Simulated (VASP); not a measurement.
# KI (Fm-3m) in VASP: further runs

Runs on KI. Level: SCAN. Tasks: band structure.

Program: VASP 6.6.1. These are calculated values, not measurements. Logs are shortened: lines on timing, memory, paths and dates and some standing lists are left out, and cuts for length are marked.

**The experiment to reproduce.**

A printed reference work, monograph reports, for a bulk crystal of KI: band gap 6.32 eV.

How close the calculation comes is told below.

## (1) The cell of the first run

It takes space group Fm-3m (No. 225, cubic). Conventional cell: a = 7.066 Å, b = 7.066 Å, c = 7.066 Å, α = 90.00°, β = 90.00°, γ = 90.00°. Within 4.6 Å of I (site symmetry m-3m) lie 6 K at 3.53 Å. K (site symmetry m-3m) has 6 I at 3.53 Å within 4.6 Å.

## (2) Band structure, SCAN

INCAR reads:

```
METAGGA = SCAN
ISMEAR = 0
SIGMA = 0.03
LWAVE = False
LCHARG = False
NBANDS = 20
PREC = Accurate
LASPH = True
LREAL = False
ALGO = Normal
EDIFF = 1E-6
NELM = 120
GGA_COMPAT = False
ENCUT = 300
EFERMI = MIDGAP
LMIXTAU = True
```

KPOINTS reads:

```
Automatic mesh
0
Gamma
  5 5 5
  0 0 0
```

KPOINTS_OPT reads:

```
path GXWKGLUWLK,UX
12
line-mode
reciprocal
 0.0000000000  0.0000000000  0.0000000000  G
 0.5000000000  0.0000000000  0.5000000000  X

 0.5000000000  0.0000000000  0.5000000000  X
 0.5000000000  0.2500000000  0.7500000000  W

 0.5000000000  0.2500000000  0.7500000000  W
 0.3750000000  0.3750000000  0.7500000000  K

 0.3750000000  0.3750000000  0.7500000000  K
 0.0000000000  0.0000000000  0.0000000000  G

 0.0000000000  0.0000000000  0.0000000000  G
 0.5000000000  0.5000000000  0.5000000000  L

 0.5000000000  0.5000000000  0.5000000000  L
 0.6250000000  0.2500000000  0.6250000000  U

 0.6250000000  0.2500000000  0.6250000000  U
 0.5000000000  0.2500000000  0.7500000000  W

 0.5000000000  0.2500000000  0.7500000000  W
 0.5000000000  0.5000000000  0.5000000000  L

 0.5000000000  0.5000000000  0.5000000000  L
 0.3750000000  0.3750000000  0.7500000000  K

 0.6250000000  0.2500000000  0.6250000000  U
 0.5000000000  0.0000000000  0.5000000000  X
```

POSCAR reads:

```
KI
1.0
    0.0000000000      3.5327750000      3.5327750000
    3.5327750000      0.0000000000      3.5327750000
    3.5327750000      3.5327750000      0.0000000000
I K
1 1
Direct
    0.5000000000      0.5000000000      0.5000000000
    0.0000000000      0.0000000000      0.0000000000
```

Potentials or basis: VASP PAW PBE potentials, release 64 (I, K_sv).

Run with:

```console
> cat potpaw_PBE.64/I/POTCAR potpaw_PBE.64/K_sv/POTCAR > POTCAR
> mpirun -np 1 vasp_std > vasp.out
```

OUTCAR:

```text
METAGGA = SCAN
   ISMEAR = 0
   PREC = Accurate
   LASPH = True
   LREAL = False
   EDIFF = 1E-6
   NELM = 120
   ENCUT = 300
   EFERMI = MIDGAP

 Found     10 irreducible k-points:

 Following reciprocal coordinates:
            Coordinates               Weight
  0.000000  0.000000  0.000000      1.000000
  0.200000  0.000000  0.000000      8.000000
  0.400000  0.000000  0.000000      8.000000
  0.200000  0.200000  0.000000      6.000000
  0.400000  0.200000  0.000000     24.000000
 -0.400000  0.200000  0.000000     24.000000
   k-points           NKPTS =     10   k-points in BZ     NKDIM =     10   number of bands    NBANDS=     20
   number of dos      NEDOS =    301   number of ions     NIONS =      2
   total plane-waves  NPLWV =  21952
   dimension x,y,z NGX =    28 NGY =   28 NGZ =   28
   dimension x,y,z NGXF=    56 NGYF=   56 NGZF=   56
   ions per type =               1   1
   NGX,Y,Z   is equivalent  to a cutoff of   9.32,  9.32,  9.32 a.u.
   NGXF,Y,Z  is equivalent  to a cutoff of  18.63, 18.63, 18.63 a.u.
 SYSTEM =  unknown system
   PREC   = accura    normal or accurate (medium, high low for compatibility)
   ISTART =      0    job   : 0-new  1-cont  2-samecut
   ICHARG =      2    charge: 1-file 2-atom 10-const
   ISPIN  =      1    spin polarized calculation?
   LNONCOLLINEAR =      F non collinear calculations
   LSORBIT =      F    spin-orbit coupling
   LASPH  =      T    aspherical Exc in radial PAW
   ENCUT  =  300.0 eV  22.05 Ry    4.70 a.u.   7.06  7.06  7.06*2*pi/ulx,y,z
   NELM   =    120;   NELMIN=  2; NELMDL= -5     # of ELM steps
   EDIFF  = 0.1E-05   stopping-criterion for ELM
   LREAL  =      F    real-space projection
   EDIFFG = 0.1E-04   stopping-criterion for IOM
   NSW    =      0    number of steps for IOM
   IBRION =     -1    ionic relax: 0-MD 1-quasi-New 2-CG
   NFREE  =      0    steps in history (QN), initial steepest desc. (CG)
   ISIF   =      2    stress and relaxation
   ISYM   =      2    0-nonsym 1-usesym 2-fastsym
   POTIM  = 0.5000    time-step for ionic-motion
   TEBEG  =    0.0;   TEEND  =   0.0 temperature during run

   SCALEE = 1.0000    scale energy and forces
   PSTRESS=    0.0 pullay stress
   NELECT =      16.0000    total number of electrons
   NUPDOWN=      -1.0000    fix difference up-down
   EMIN   =  10.00;   EMAX   =-10.00  energy-range for DOS
   EFERMI =   0.00;   METHOD = MIDGAP
   ISMEAR =     0;   SIGMA  =   0.03  broadening in eV -4-tet -1-fermi 0-gaus
   EFERMI_NEDOS =   21; number of points for ismear=-14 and -15
   IALGO  =     38    algorithm
   IMIX   =      4    mixing-type and parameters
     AMIX     =   0.40;   BMIX     =  1.00
     AMIX_MAG =   1.60;   BMIX_MAG =  1.00
  volume/ion in A,a.u.               =      44.09       297.54
  Fermi-wavevector in a.u.,A,eV,Ry     =   0.926806  1.751409 11.686988  0.858969
  Thomas-Fermi vector in A             =   2.052808
   LORBIT       =      0    0 simple, 1 ext, 2 COOP (PROOUT), +10 PAW based schemes
   METAGGA = SCAN    functional components
   LHFCALC =     F    Hartree Fock is set to
   AEXX    =    0.0000 exact exchange contribution
   IVDW    =     0    specifies the selected vdW correction
   LEPSILON=     F    determine dielectric tensor
   LRPA    =     F    only Hartree local field effects (RPA)

   CSHIFT  =0.1000    complex shift for real part using Kramers Kronig

   OMEGAMAX=  -1.0    maximum frequency
 non-spin polarized calculation
 Gauss-broadening in eV      SIGMA  =   0.03
  energy-cutoff  :      300.00
  volume of cell :       88.18
 maximum number of plane-waves:      1055
   NGX = 15   NGY = 15   NGZ = 15

 number of electron      16.0000002 magnetization

 Free energy of the ion-electron system (eV)
  ---------------------------------------------------
  ext. energy  EPLUGINS =         0.00000000
  ---------------------------------------------------
  free energy    TOTEN  =       -48.36971722 eV

  energy without entropy =      -48.36971722  energy(sigma->0) =      -48.36971722

 E-fermi :   1.5127     XC(G=0):  -7.5700

 val. band max:       -0.7630921643   @ k =   0.0000   0.0000   0.0000
 cond. band min:       3.7885130999   @ k =   0.0000   0.0000   0.0000
 fundamental gap:      4.5516052642
 Fermi energy:         1.5127104678

 k-point     1 :       0.0000    0.0000    0.0000
  band No.  band energies     occupation
      1     -30.4790      2.00000
      2     -13.1523      2.00000
      3     -13.1523      2.00000
      4     -13.1523      2.00000
      5     -11.6380      2.00000
      6      -0.7631      2.00000
[... 12 lines left out ...]
     19      13.2209      0.00000
     20      13.2209      0.00000

 k-point     2 :       0.2000    0.0000    0.0000
  band No.  band energies     occupation
      1     -30.4783      2.00000
      2     -13.2098      2.00000
      3     -13.1530      2.00000
      4     -13.1530      2.00000
      5     -11.5330      2.00000
      6      -1.3109      2.00000
[... 12 lines left out ...]
     19      13.2599      0.00000
     20      13.2599      0.00000

 k-point     3 :       0.4000    0.0000    0.0000
  band No.  band energies     occupation
      1     -30.4772      2.00000
      2     -13.2912      2.00000
      3     -13.1540      2.00000
      4     -13.1540      2.00000
      5     -11.3721      2.00000
      6      -1.9883      2.00000
[... 12 lines left out ...]
     19      11.9599      0.00000
     20      12.6713      0.00000

 k-point     4 :       0.2000    0.2000    0.0000
  band No.  band energies     occupation
      1     -30.4780      2.00000
      2     -13.2016      2.00000
      3     -13.1582      2.00000
      4     -13.1582      2.00000
      5     -11.5275      2.00000
      6      -1.3775      2.00000
[... 12 lines left out ...]
     19      13.4510      0.00000
     20      14.6250      0.00000

 k-point     5 :       0.4000    0.2000    0.0000
  band No.  band energies     occupation
      1     -30.4771      2.00000
      2     -13.2455      2.00000
      3     -13.1619      2.00000
      4     -13.1608      2.00000
      5     -11.4314      2.00000
      6      -1.7680      2.00000
[... 12 lines left out ...]
     19      13.1124      0.00000
     20      13.2943      0.00000

 k-point     6 :      -0.4000    0.2000    0.0000
  band No.  band energies     occupation
      1     -30.4767      2.00000
      2     -13.2692      2.00000
      3     -13.1692      2.00000
      4     -13.1572      2.00000
      5     -11.3783      2.00000
      6      -1.9009      2.00000
[... 12 lines left out ...]
     19      12.1571      0.00000
     20      13.4807      0.00000

 [... further k-points ...]

------------------------ aborting loop because EDIFF is reached ----------------------------------------

  FORCE on cell =-STRESS in cart. coord.  units (eV):
  Direction    XX          YY          ZZ          XY          YZ          ZX
  --------------------------------------------------------------------------------------
  -------------------------------------------------------------------------------------
  Total       -0.1009096     -0.1009096     -0.1009096      0.0000000      0.0000000     -0.0000000
  in kB       -1.8334334     -1.8334334     -1.8334334      0.0000000      0.0000000     -0.0000000
  external PRESSURE =      -1.8334334 kB  Pullay stress =       0.0000000 kB

 VOLUME and BASIS-vectors are now :
 -----------------------------------------------------------------------------
  energy-cutoff  :      300.00
  volume of cell :       88.18
      direct lattice vectors                 reciprocal lattice vectors
     0.000000000  3.532775000  3.532775000    -0.141531799  0.141531799  0.141531799
     3.532775000  0.000000000  3.532775000     0.141531799 -0.141531799  0.141531799
     3.532775000  3.532775000  0.000000000     0.141531799  0.141531799 -0.141531799

 POSITION                                       TOTAL-FORCE (eV/Angst)
 -----------------------------------------------------------------------------------
      3.53277      3.53277      3.53277        -0.000000     -0.000000     -0.000000
      0.00000      0.00000      0.00000         0.000000      0.000000      0.000000
 -----------------------------------------------------------------------------------
    total drift:                                0.000000      0.000000      0.000000

  FREE ENERGIE OF THE ION-ELECTRON SYSTEM (eV)
  ---------------------------------------------------
  free  energy   TOTEN  =       -48.3697172172 eV

  energy  without entropy=      -48.3697172172  energy(sigma->0) =      -48.36971722
```

Wall time 3.7 min (1 thread of Intel Xeon Platinum 8259CL at 2.50GHz (Skylake/Cascade Lake), shared host); peak memory 0.16 GiB.

Results:

```
Free energy             : -48.3697 eV
Pressure                : -0.2 GPa
Band gap on the k mesh  : 4.55 eV
Band gap along the path : 4.55 eV
```

Levels at the corners of the path, in eV from the valence-band top:
```
point  band 4  band 5  band 6  band 7  band 8  band 9  band 10  band 11  band 12  band 13
    Γ  -12.39  -10.87    0.00    0.00    0.00    4.55     7.04     7.04     7.04     7.93
    X  -12.41  -10.72   -1.02   -0.38   -0.38    5.35     6.47     8.88     9.36     9.58
    X  -12.41  -10.72   -1.02   -0.38   -0.38    5.35     6.47     8.88     9.36     9.58
    W  -12.42  -10.66   -0.74   -0.74   -0.60    6.94     6.94     7.37     8.97     9.60
    W  -12.42  -10.66   -0.74   -0.74   -0.60    6.94     6.94     7.37     8.97     9.60
    K  -12.40  -10.66   -0.88   -0.76   -0.39    6.06     7.34     8.14     9.09     9.29
    K  -12.40  -10.66   -0.88   -0.76   -0.39    6.06     7.34     8.14     9.09     9.29
    Γ  -12.39  -10.87    0.00    0.00    0.00    4.55     7.04     7.04     7.04     7.93
    Γ  -12.39  -10.87    0.00    0.00    0.00    4.55     7.04     7.04     7.04     7.93
    L  -12.39  -10.58   -1.33   -0.34   -0.34    5.98     8.28     8.77     8.77     9.42
    L  -12.39  -10.58   -1.33   -0.34   -0.34    5.98     8.28     8.77     8.77     9.42
    U  -12.40  -10.66   -0.88   -0.76   -0.39    6.06     7.34     8.14     9.09     9.29
    U  -12.40  -10.66   -0.88   -0.76   -0.39    6.06     7.34     8.14     9.09     9.29
    W  -12.42  -10.66   -0.74   -0.74   -0.60    6.94     6.94     7.37     8.97     9.60
    W  -12.42  -10.66   -0.74   -0.74   -0.60    6.94     6.94     7.37     8.97     9.60
    L  -12.39  -10.58   -1.33   -0.34   -0.34    5.98     8.28     8.77     8.77     9.42
    L  -12.39  -10.58   -1.33   -0.34   -0.34    5.98     8.28     8.77     8.77     9.42
    K  -12.40  -10.66   -0.88   -0.76   -0.39    6.06     7.34     8.14     9.09     9.29
    U  -12.40  -10.66   -0.88   -0.76   -0.39    6.06     7.34     8.14     9.09     9.29
    X  -12.41  -10.72   -1.02   -0.38   -0.38    5.35     6.47     8.88     9.36     9.58
```

Caveat: the cutoff is under 1.25 times the usual one of these potentials, so pressure, stress and relaxed cells hold a basis-set (Pulay) error; the PAW data sets were made with another functional, which shifts forces and pressure a little; spin-orbit coupling is left out, which moves the levels of the heavy elements.

[end of part 1 of 2]
